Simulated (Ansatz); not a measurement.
A series in volume scale on C

All results are calculated (Ansatz 0.2.0). Free energy against uniform scaling of the volume at fixed shape and fractions; periodic cell, basis, potentials, k mesh and filling as listed.

The cell before it is scaled or strained (space group C2/m, No. 12):
```
cell vectors (Å)
   2.1344    -1.2324     0.0000
   2.1344     1.2324     0.0000
  -1.3837     0.0000     3.5145
atoms (fractions of the cell vectors)
C   0.83336  0.83336  0.00009
C   0.16664  0.16664  0.99991
```

Settings of every row: functional LDA; dispersion none; potentials PAW; wave cutoff 500 eV; density cutoff 2000 eV; k mesh 14x14x8; k shift 0x0x0; occupations cold; smearing width 0.05 eV; spin none; SCF threshold exponent -10.

Limits: a layered crystal: even scaling strains the bonds within the layers, so this curve is stiffer than the crystal under pressure; the cell comes from a prototype or a list of computed structures and needn't be the stable phase.

| row | volume scale | V (Å³/atom) | energy above lowest point (meV/atom) |
| --- | --- | --- | --- |
| 1 | 0.9406 | 8.696 | 10.3 |
| 2 | 0.9703 | 8.97 | 0 |
| 3 | 1 | 9.245 | ? |
| 4 | 1.0297 | 9.519 | 22.3 |
| 5 | 1.0594 | 9.794 | 51.3 |

Question: what energy above lowest point should row 3 give?

Worked fit of energy above lowest point. Take u = (V_r/V)^(2/3) − 1 with V_r = 9.2445 Å³ an atom, which is twice the finite (Eulerian) strain; such expansions in the strain, on which the Birch-Murnaghan equation of state is built, carry the rest volume and the bulk modulus. The shown rows have u = 0.04162, 0.0203, -0.01932, -0.03776. Least squares give energy above lowest point = 4.66 − 582.5 × u + 17266 × u² meV/atom; a straight line predicts inner rows, each left out in turn, worse (root mean square 16 against 0.14 meV/atom). The rows lie off it by 0.0, 0.0, -0.1, 0.0. Its lowest point lies at u = 0.0169, or V = 9.015 Å³ an atom, and the curvature there gives the bulk modulus at fixed shape and fractions, B = (4/9)(1 + u)² E″(u)/V = 282 GPa. Letting shape and atoms relax would as a rule lower it, by much in layered, chain or molecular crystals. The withheld row has u = -4e-05, so the fit gives 4.66 − 582.5 × (-4e-05) + 17266 × (-4e-05)² = 4.7 meV/atom.

The calculation gave 4.7 meV/atom. The fit meets it to the printed digit.
